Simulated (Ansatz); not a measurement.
# Beta-Sn (white tin) under LDA: how the Gaussian smearing moves the result

Aim: find which Gaussian smearing width is enough for energy and pressure. The geometry was relaxed under LDA beforehand and stays fixed; 7 values are run, from 0.01 to 1.0 eV. Wanted are the values from which on the energy stays within 10 and 1 meV/atom, and the pressure within 0.5 GPa, of the narrowest run. Within the series other settings stay, but some runs also write fields, which adds to their time. Spin polarisation is left out.

Computed with Ansatz 0.2.0 (DFT LDA, plane waves with PAW, scalar-relativistic, unless a step says otherwise).

### Step 1. The structure to begin with

The structure is tetragonal, space group I4_1/amd (No. 141). The conventional cell has a = 5.799 Å, b = 5.799 Å, c = 3.116 Å, α = 90.00°, β = 90.00°, γ = 90.00°. Around Sn (site symmetry -4m2) lie 6 Sn at 3.00 to 3.12 Å.

Coordinates:

```xyz
2
Lattice="-2.8994 2.9008 1.5582 2.9008 -2.8994 1.5582 2.8986 2.8986 -1.5556" Properties=species:S:1:pos:R:3 pbc="T T T"
Sn    2.9007   -2.8993    1.5582
Sn    0.0000    2.8999    0.7803
```

### Step 2. Run at 0.01 eV

The run at 0.01 eV.

File input.yaml:

```yaml
crystal:
  lattice:
    - [-2.8994216605, 2.9008009606, 1.5581694818]
    - [2.9008009606, -2.8994216605, 1.5581694818]
    - [2.8985835788, 2.8985835788, -1.5556411493]
  atoms:
    - { symbol: Sn, position: [1.64062e-05, 0.9999835938, 0.0] }
    - { symbol: Sn, position: [0.7499835938, 0.2500164062, 0.5] }
hamiltonian:
  xc: lda
  pseudopotentials:
    kind: paw
    azcp:
      Sn: "pseudopotentials/Sn.paw.azcp"
basis:
  ecutwfc: 420
  fft_grid_basis: typed
kpoints:
  mp_grid: { grid: [11, 11, 8], shift: [0, 0, 0] }
magnetization:
  spin_polarized: false
scf:
  occupations: { method: gaussian, width: 0.01 }
  lower_state_search: "off"
output:
  stress: true
  write_density: true
  write_potential: true
  elf: true
  volumetric_format: npy
```

Command:

```console
ansatz run input.yaml --threads 2 --pin off --max-ram 5120MiB --backend cpu --events-out ev --progress --plain --runs-dir out
```

Output, shortened:

```text
Warning: <dir> the record states the generating functional pbe (its physics header spells it `PBE`), which answers neither for hamiltonian.xc's functional nor for the lda family's — results may be inconsistent (PPs are generated against a specific XC)
Warning: RAYON_NUM_THREADS=2 ignored (pool sized by the plan → 2); use --threads N
[...]
Pseudopotentials: kind: paw
Pseudopotential: Sn, paw, valence charge 14, recommended cutoff 420 eV (normal), <dir>
Functional definition: SPW92
[...]
Crystal: 2 atoms, lattice volume = 52.406 Å³
Basis set: ecut = 420 eV, 1033 PW (Γ)
Bands: 18, of which v1, the nominal top of the filled ones, is band 14 counted from 1 (13 counted from 0)
Symmetry: 4 space group operations
Space group: C2/c (ITA 15), of the structure as read, at distance tolerance 3.7e-5 Å
k-points: 270 of 968
[...]
SCF iter   1: F=—  HF=-11759.083610 eV  |F-HF|=—  |Δ(HF+E_count)|=         —  Δρ=6.82e-3  dr2=1.08e-2  ethr=1.77e-3  ⟨swp⟩=6.1  Hψ=25389  notcnv=0
[...]
SCF iter   7: F=-11759.076435 eV  HF=-11759.076435 eV  |F-HF|=3.26e-8  |Δ(HF+E_count)|=   5.89e-7  Δρ=7.92e-6  dr2=2.90e-8  ethr=3.57e-10  ⟨swp⟩=7.9  Hψ=32424  notcnv=0
[...]
SCF converged after 7 iterations
Free energy (F): -11759.076435 eV
[...]
E sigma→0 (E₀):  -11759.076410 eV
Entropy (-TS):   -0.000048 eV (-0.024 meV/atom)
Fermi energy:    10.916499 eV
[...]
--- Stress (GPa, compression-positive) ---
        0.022150       0.103902      -0.088804
        0.103902       0.022150      -0.088804
       -0.088804      -0.088804      -0.118713
  P = ⅓ Tr σ = -0.0248 GPa (-0.248 kbar)
--- Band table (eV; the first three rows and the last of 270) ---
  k-point 0: bands = ["-10.6620", "-10.5824", "-10.5244", "-10.5242", "-10.3355", "-10.3353", "-10.3248", "-10.3246", "-10.2365", "-10.1192", "-0.5028", "7.1193", "8.8123", "8.8165", "13.9160", "17.1440", "17.1454", "18.1478"]
[...]
```

Run time: 6.3 s. Hardware: 2 threads of Intel Xeon 6975P-C (Granite Rapids), shared host; peak memory 0.52 GiB.

### Step 3. Run at 0.03 eV

The run at 0.03 eV.

Edit input.yaml of step 2 so:

```diff
@@ -22,3 +22,3 @@
 scf:
-  occupations: { method: gaussian, width: 0.01 }
+  occupations: { method: gaussian, width: 0.03 }
   lower_state_search: "off"
```

Command:

```console
ansatz run input.yaml --threads 2 --pin off --max-ram 5120MiB --backend cpu --events-out ev --progress --plain --runs-dir out
```

Output, shortened:

```text
Warning: <dir> the record states the generating functional pbe (its physics header spells it `PBE`), which answers neither for hamiltonian.xc's functional nor for the lda family's — results may be inconsistent (PPs are generated against a specific XC)
Warning: RAYON_NUM_THREADS=2 ignored (pool sized by the plan → 2); use --threads N
[...]
[... 3 set-up lines as earlier in the session ...]
[...]
Crystal: 2 atoms, lattice volume = 52.406 Å³
Basis set: ecut = 420 eV, 1033 PW (Γ)
Bands: 18, of which v1, the nominal top of the filled ones, is band 14 counted from 1 (13 counted from 0)
[... 2 set-up lines as earlier in the session ...]
k-points: 270 of 968
[...]
SCF iter   1: F=—  HF=-11759.083756 eV  |F-HF|=—  |Δ(HF+E_count)|=         —  Δρ=6.82e-3  dr2=1.08e-2  ethr=1.77e-3  ⟨swp⟩=6.0  Hψ=25182  notcnv=0
[...]
SCF iter   7: F=-11759.076585 eV  HF=-11759.076585 eV  |F-HF|=3.19e-8  |Δ(HF+E_count)|=   5.93e-7  Δρ=7.87e-6  dr2=2.86e-8  ethr=3.57e-10  ⟨swp⟩=7.9  Hψ=32407  notcnv=0
[...]
SCF converged after 7 iterations
Free energy (F): -11759.076585 eV
[...]
E sigma→0 (E₀):  -11759.076418 eV
Entropy (-TS):   -0.000335 eV (-0.167 meV/atom)
Fermi energy:    10.913134 eV
[...]
--- Stress (GPa, compression-positive) ---
        0.037567       0.096467      -0.078780
        0.096467       0.037567      -0.078780
       -0.078780      -0.078780      -0.134060
  P = ⅓ Tr σ = -0.0196 GPa (-0.196 kbar)
--- Band table (eV; the first three rows and the last of 270) ---
  k-point 0: bands = ["-10.6619", "-10.5821", "-10.5243", "-10.5239", "-10.3352", "-10.3352", "-10.3246", "-10.3245", "-10.2364", "-10.1191", "-0.5027", "7.1195", "8.8123", "8.8165", "13.9160", "17.1441", "17.1453", "18.1479"]
[...]
```

Wall time 5.1 s (2 threads of Intel Xeon 6975P-C (Granite Rapids), shared host); peak memory 0.52 GiB.

### Step 4. Run at 0.1 eV

The run at 0.1 eV.

Edit input.yaml of step 3 so:

```diff
@@ -22,3 +22,3 @@
 scf:
-  occupations: { method: gaussian, width: 0.03 }
+  occupations: { method: gaussian, width: 0.1 }
   lower_state_search: "off"
@@ -26,5 +26 @@
   stress: true
-  write_density: true
-  write_potential: true
-  elf: true
-  volumetric_format: npy
```

Command:

```console
ansatz run input.yaml --threads 2 --pin off --max-ram 5120MiB --backend cpu --events-out ev --progress --plain --runs-dir out
```

Output, shortened:

```text
Warning: <dir> the record states the generating functional pbe (its physics header spells it `PBE`), which answers neither for hamiltonian.xc's functional nor for the lda family's — results may be inconsistent (PPs are generated against a specific XC)
Warning: RAYON_NUM_THREADS=2 ignored (pool sized by the plan → 2); use --threads N
[...]
[... 3 set-up lines as earlier in the session ...]
[...]
Crystal: 2 atoms, lattice volume = 52.406 Å³
Basis set: ecut = 420 eV, 1033 PW (Γ)
Bands: 18, of which v1, the nominal top of the filled ones, is band 14 counted from 1 (13 counted from 0)
[... 2 set-up lines as earlier in the session ...]
k-points: 270 of 968
[...]
SCF iter   1: F=—  HF=-11759.085415 eV  |F-HF|=—  |Δ(HF+E_count)|=         —  Δρ=6.83e-3  dr2=1.08e-2  ethr=1.77e-3  ⟨swp⟩=5.6  Hψ=24293  notcnv=0
[...]
SCF iter   7: F=-11759.078229 eV  HF=-11759.078229 eV  |F-HF|=2.73e-8  |Δ(HF+E_count)|=   7.06e-7  Δρ=7.59e-6  dr2=2.45e-8  ethr=3.57e-10  ⟨swp⟩=3.5  Hψ=21643  notcnv=0
[...]
SCF converged after 7 iterations
Free energy (F): -11759.078229 eV
[...]
E sigma→0 (E₀):  -11759.076453 eV
Entropy (-TS):   -0.003551 eV (-1.776 meV/atom)
Fermi energy:    10.897461 eV
[...]
--- Stress (GPa, compression-positive) ---
        0.040238       0.013946      -0.044266
        0.013946       0.040238      -0.044266
       -0.044266      -0.044266      -0.123050
  P = ⅓ Tr σ = -0.0142 GPa (-0.142 kbar)
```

Wall time 3.9 s (2 threads of Intel Xeon 6975P-C (Granite Rapids), shared host); peak memory 0.52 GiB.

### Step 5. Run at 0.2 eV

The run at 0.2 eV.

Edit input.yaml of step 4 so:

```diff
@@ -22,3 +22,3 @@
 scf:
-  occupations: { method: gaussian, width: 0.1 }
+  occupations: { method: gaussian, width: 0.2 }
   lower_state_search: "off"
@@ -26 +26,5 @@
   stress: true
+  write_density: true
+  write_potential: true
+  elf: true
+  volumetric_format: npy
```

Command:

```console
ansatz run input.yaml --threads 2 --pin off --max-ram 5120MiB --backend cpu --events-out ev --progress --plain --runs-dir out
```

Output, shortened:

```text
Warning: <dir> the record states the generating functional pbe (its physics header spells it `PBE`), which answers neither for hamiltonian.xc's functional nor for the lda family's — results may be inconsistent (PPs are generated against a specific XC)
Warning: RAYON_NUM_THREADS=2 ignored (pool sized by the plan → 2); use --threads N
[...]
[... 3 set-up lines as earlier in the session ...]
[...]
Crystal: 2 atoms, lattice volume = 52.406 Å³
Basis set: ecut = 420 eV, 1033 PW (Γ)
Bands: 18, of which v1, the nominal top of the filled ones, is band 14 counted from 1 (13 counted from 0)
[... 2 set-up lines as earlier in the session ...]
k-points: 270 of 968
[...]
SCF iter   1: F=—  HF=-11759.091126 eV  |F-HF|=—  |Δ(HF+E_count)|=         —  Δρ=6.81e-3  dr2=1.08e-2  ethr=1.77e-3  ⟨swp⟩=5.3  Hψ=23436  notcnv=0
[...]
SCF iter   7: F=-11759.083944 eV  HF=-11759.083944 eV  |F-HF|=2.65e-8  |Δ(HF+E_count)|=   6.94e-7  Δρ=7.51e-6  dr2=2.39e-8  ethr=3.57e-10  ⟨swp⟩=7.4  Hψ=32075  notcnv=0
[...]
SCF converged after 7 iterations
Free energy (F): -11759.083944 eV
[...]
E sigma→0 (E₀):  -11759.075928 eV
Entropy (-TS):   -0.016033 eV (-8.016 meV/atom)
Fermi energy:    10.892310 eV
[...]
--- Stress (GPa, compression-positive) ---
        0.003373      -0.001739       0.005527
       -0.001739       0.003373       0.005527
        0.005527       0.005527      -0.058882
  P = ⅓ Tr σ = -0.0174 GPa (-0.174 kbar)
--- Band table (eV; the first three rows and the last of 270) ---
  k-point 0: bands = ["-10.6625", "-10.5822", "-10.5249", "-10.5240", "-10.3355", "-10.3353", "-10.3248", "-10.3247", "-10.2370", "-10.1197", "-0.5028", "7.1195", "8.8120", "8.8163", "13.9157", "17.1440", "17.1449", "18.1479"]
[...]
```

Run time: 5.1 s. Hardware: 2 threads of Intel Xeon 6975P-C (Granite Rapids), shared host; peak memory 0.52 GiB.

### Step 6. Run at 0.3 eV

The run at 0.3 eV.

Edit input.yaml of step 5 so:

```diff
@@ -22,3 +22,3 @@
 scf:
-  occupations: { method: gaussian, width: 0.2 }
+  occupations: { method: gaussian, width: 0.3 }
   lower_state_search: "off"
@@ -26,5 +26 @@
   stress: true
-  write_density: true
-  write_potential: true
-  elf: true
-  volumetric_format: npy
```

Command:

```console
ansatz run input.yaml --threads 2 --pin off --max-ram 5120MiB --backend cpu --events-out ev --progress --plain --runs-dir out
```

Output, shortened:

```text
Warning: <dir> the record states the generating functional pbe (its physics header spells it `PBE`), which answers neither for hamiltonian.xc's functional nor for the lda family's — results may be inconsistent (PPs are generated against a specific XC)
Warning: RAYON_NUM_THREADS=2 ignored (pool sized by the plan → 2); use --threads N
[...]
[... 3 set-up lines as earlier in the session ...]
[...]
Crystal: 2 atoms, lattice volume = 52.406 Å³
Basis set: ecut = 420 eV, 1033 PW (Γ)
Bands: 18, of which v1, the nominal top of the filled ones, is band 14 counted from 1 (13 counted from 0)
[... 2 set-up lines as earlier in the session ...]
k-points: 270 of 968
[...]
SCF iter   1: F=—  HF=-11759.101477 eV  |F-HF|=—  |Δ(HF+E_count)|=         —  Δρ=6.80e-3  dr2=1.07e-2  ethr=1.77e-3  ⟨swp⟩=5.2  Hψ=22520  notcnv=0
[...]
SCF iter   7: F=-11759.094300 eV  HF=-11759.094300 eV  |F-HF|=2.74e-8  |Δ(HF+E_count)|=   6.67e-7  Δρ=7.50e-6  dr2=2.48e-8  ethr=3.57e-10  ⟨swp⟩=3.5  Hψ=21532  notcnv=0
[...]
SCF converged after 7 iterations
Free energy (F): -11759.094300 eV
[...]
E sigma→0 (E₀):  -11759.075234 eV
Entropy (-TS):   -0.038132 eV (-19.066 meV/atom)
Fermi energy:    10.896251 eV
[...]
--- Stress (GPa, compression-positive) ---
        0.000756       0.003550       0.009996
        0.003550       0.000756       0.009996
        0.009996       0.009996       0.015410
  P = ⅓ Tr σ = 0.0056 GPa (0.056 kbar)
```

Wall time 4.1 s (2 threads of Intel Xeon 6975P-C (Granite Rapids), shared host); peak memory 0.51 GiB.

### Step 7. Run at 0.6 eV

The run at 0.6 eV.

Edit input.yaml of step 6 so:

```diff
@@ -22,3 +22,3 @@
 scf:
-  occupations: { method: gaussian, width: 0.3 }
+  occupations: { method: gaussian, width: 0.6 }
   lower_state_search: "off"
```

Command:

```console
ansatz run input.yaml --threads 2 --pin off --max-ram 5120MiB --backend cpu --events-out ev --progress --plain --runs-dir out
```

Output, shortened:

```text
Warning: <dir> the record states the generating functional pbe (its physics header spells it `PBE`), which answers neither for hamiltonian.xc's functional nor for the lda family's — results may be inconsistent (PPs are generated against a specific XC)
Warning: RAYON_NUM_THREADS=2 ignored (pool sized by the plan → 2); use --threads N
band count auto-derived: 19 (N_el = 28.0; filled up to band 14; 18 by the electrons, moments and atoms)
[...]
[... 3 set-up lines as earlier in the session ...]
[...]
Crystal: 2 atoms, lattice volume = 52.406 Å³
Basis set: ecut = 420 eV, 1033 PW (Γ)
Bands: 19, of which v1, the nominal top of the filled ones, is band 14 counted from 1 (13 counted from 0)
[... 2 set-up lines as earlier in the session ...]
k-points: 270 of 968
[...]
SCF iter   1: F=—  HF=-11759.161642 eV  |F-HF|=—  |Δ(HF+E_count)|=         —  Δρ=6.81e-3  dr2=1.07e-2  ethr=1.77e-3  ⟨swp⟩=5.2  Hψ=23851  notcnv=0
[...]
SCF iter   7: F=-11759.154528 eV  HF=-11759.154528 eV  |F-HF|=4.38e-8  |Δ(HF+E_count)|=   4.68e-7  Δρ=8.84e-6  dr2=4.06e-8  ethr=3.57e-10  ⟨swp⟩=3.2  Hψ=20789  notcnv=0
[...]
SCF converged after 7 iterations
Free energy (F): -11759.154528 eV
[...]
E sigma→0 (E₀):  -11759.071840 eV
Entropy (-TS):   -0.165377 eV (-82.688 meV/atom)
Fermi energy:    10.910429 eV
[...]
--- Stress (GPa, compression-positive) ---
        0.236107       0.013898      -0.019810
        0.013898       0.236107      -0.019810
       -0.019810      -0.019810       0.257969
  P = ⅓ Tr σ = 0.2434 GPa (2.434 kbar)
```

It took 4 s on 2 threads of Intel Xeon 6975P-C (Granite Rapids), shared host; peak memory 0.53 GiB.

### Step 8. Run at 1.0 eV

The run at 1.0 eV.

Edit input.yaml of step 7 so:

```diff
@@ -22,3 +22,3 @@
 scf:
-  occupations: { method: gaussian, width: 0.6 }
+  occupations: { method: gaussian, width: 1.0 }
   lower_state_search: "off"
@@ -26 +26,5 @@
   stress: true
+  write_density: true
+  write_potential: true
+  elf: true
+  volumetric_format: npy
```

Command:

```console
ansatz run input.yaml --threads 2 --pin off --max-ram 5120MiB --backend cpu --events-out ev --progress --plain --runs-dir out
```

Output, shortened:

```text
Warning: <dir> the record states the generating functional pbe (its physics header spells it `PBE`), which answers neither for hamiltonian.xc's functional nor for the lda family's — results may be inconsistent (PPs are generated against a specific XC)
Warning: RAYON_NUM_THREADS=2 ignored (pool sized by the plan → 2); use --threads N
band count auto-derived: 20 (N_el = 28.0; filled up to band 14; 18 by the electrons, moments and atoms)
[...]
[... 3 set-up lines as earlier in the session ...]
[...]
Crystal: 2 atoms, lattice volume = 52.406 Å³
Basis set: ecut = 420 eV, 1033 PW (Γ)
Bands: 20, of which v1, the nominal top of the filled ones, is band 14 counted from 1 (13 counted from 0)
[... 2 set-up lines as earlier in the session ...]
k-points: 270 of 968
[...]
SCF iter   1: F=—  HF=-11759.312773 eV  |F-HF|=—  |Δ(HF+E_count)|=         —  Δρ=6.91e-3  dr2=1.09e-2  ethr=1.77e-3  ⟨swp⟩=5.1  Hψ=24789  notcnv=0
[...]
SCF iter   7: F=-11759.305821 eV  HF=-11759.305821 eV  |F-HF|=4.63e-8  |Δ(HF+E_count)|=   2.13e-7  Δρ=8.84e-6  dr2=6.85e-8  ethr=3.57e-10  ⟨swp⟩=7.6  Hψ=32519  notcnv=0
[...]
SCF converged after 7 iterations
Free energy (F): -11759.305821 eV
[...]
E sigma→0 (E₀):  -11759.064584 eV
Entropy (-TS):   -0.482474 eV (-241.237 meV/atom)
Fermi energy:    10.928731 eV
[...]
--- Stress (GPa, compression-positive) ---
        0.905033       0.005862      -0.015808
        0.005862       0.905033      -0.015808
       -0.015808      -0.015808       0.793581
  P = ⅓ Tr σ = 0.8679 GPa (8.679 kbar)
--- Band table (eV; the first three rows and the last of 270) ---
  k-point 0: bands = ["-10.6571", "-10.5736", "-10.5190", "-10.5152", "-10.3273", "-10.3273", "-10.3166", "-10.3166", "-10.2309", "-10.1139", "-0.5021", "7.1227", "8.8116", "8.8158", "13.9142", "17.1443", "17.1454", "18.1499", "18.2425", "20.9030"]
[...]
```

Run time: 6.7 s. Hardware: 2 threads of Intel Xeon 6975P-C (Granite Rapids), shared host; peak memory 0.54 GiB.

### Step 9. The series

Energies count from the run at 0.01 eV.

| smearing (eV) | F (meV/atom) | E(σ → 0) (meV/atom) | P (GPa) | SCF cycles | CPU time |
| --- | --- | --- | --- | --- | --- |
| 0.01 | 0.00 | 0.00 | -0.02 | 7 | 11 s |
| 0.03 | -0.08 | 0.00 | -0.02 | 7 | 9.5 s |
| 0.1 | -0.90 | -0.02 | -0.01 | 7 | 7.1 s |
| 0.2 | -3.75 | 0.24 | -0.02 | 7 | 9.6 s |
| 0.3 | -8.93 | 0.59 | 0.01 | 7 | 7.6 s |
| 0.6 | -39.05 | 2.29 | 0.24 | 7 | 7.5 s |
| 1.0 | -114.69 | 5.91 | 0.87 | 7 | 12 s |

### Step 10. Results

| quantity | value |
| --- | --- |
| E(σ → 0) stays within 10 meV/atom of 0.01 eV | up to 1.0 eV |
| E(σ → 0) stays within 1 meV/atom | up to 0.3 eV |
| pressure stays within 0.5 GPa | up to 0.6 eV |
| pressure at 0.01 eV | -0.02 GPa |
| energy of a separate run on a finer mesh (19×19×13) | +3.6 meV/atom from 0.01 eV |

In words: At 1.0 eV the energy differs by +5.9 meV/atom and the pressure by +0.9 GPa. The free energy F moves by -114.7 meV/atom over the range, and the estimate for σ → 0 by +5.9. With this scheme F falls about as the square of the width. The mesh (11×11×8) is fixed, so the narrowest widths carry a k-point error of their own. The yardstick itself is unsettled by 3.6 meV/atom against the finer mesh, so the thresholds above hold only within this series, and wider smearing, which averages over more states, can land nearer the fine-mesh value than the narrowest does. The cell taken over is 3 % smaller than the measured one (27.05 Å³/atom, COD).
